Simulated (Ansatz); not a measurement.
## WC: energy along a strain

WC, P-6m2, a = 2.901 Å, c = 2.829 Å (as given, not relaxed at this level: 8.5 GPa). Ansatz: PBE, PAW, 420 eV, Γ-centred 18×18×16 mesh on 2 atoms, Gaussian smearing 0.15 eV; no spin polarisation. Cell vectors (Å): 2.901 0.000 0.000; -1.450 2.512 0.000; 0.000 0.000 2.829. The cell is strained by x per cent times the pattern (0 0 0 0 1 0) in the order xx yy zz yz xz xy (engineering shears), with fractional coordinates held. y is the free energy over the start, V0 = 10.306 Å³/atom. Symmetry makes y even in x.

| x (%) | y (meV/atom) |
| --- | --- |
| -6.00 | ? |
| -3.00 | 9.41 |
| 0.00 | 0.00 |
| 0.75 | 0.59 |
| 1.50 | 2.35 |
| 2.25 | 5.30 |
| 3.75 | 14.70 |
| 4.50 | 21.16 |
| 5.25 | 28.79 |

Question: Fit y = c2 x² + c4 x⁴ to the other rows, get the stiffness along the pattern, and predict the missing energy.

Answer: Least squares on the rows shown. y = 1.0462 x² − 6.2660×10⁻⁵ x⁴. The clamped-ion stiffness p·C·p = 2 × 10.46 eV × 160.2 / 10.306 Å³ = 325 GPa, which is C55 in these axes (second derivative at the start, which stands under stress). At x = -6.00 the fit asked for gives 37.58 meV/atom. The run gave 37.58 meV/atom, the same to the digits shown.

Spin–orbit coupling is left out, which can shift energies with elements as heavy as these.

The energy rises almost purely quadratically with shear, and the small negative quartic term indicates only slight softening. The agreement at -6.00 % tests the fit modestly beyond the largest fitted amplitude, since the sign of the shear is immaterial by symmetry.

The large stiffness of 325 GPa fits the usual bonding picture of WC: directional W 5d–C 2p bonds link the metal and carbon layers in trigonal prisms, so sliding the layers over one another must bend and stretch strong covalent bonds, despite the compound's metallic character.

Holding the fractional coordinates does not raise this particular constant. In this structure the shear has a different symmetry from any relative displacement of the W and C sublattices, so there is no linear coupling between them. A displacement quadratic in the strain remains allowed, however, and its relaxation would lower the quartic term. The curve therefore supports a harmonic shear stiffness, but not an ideal shear strength.
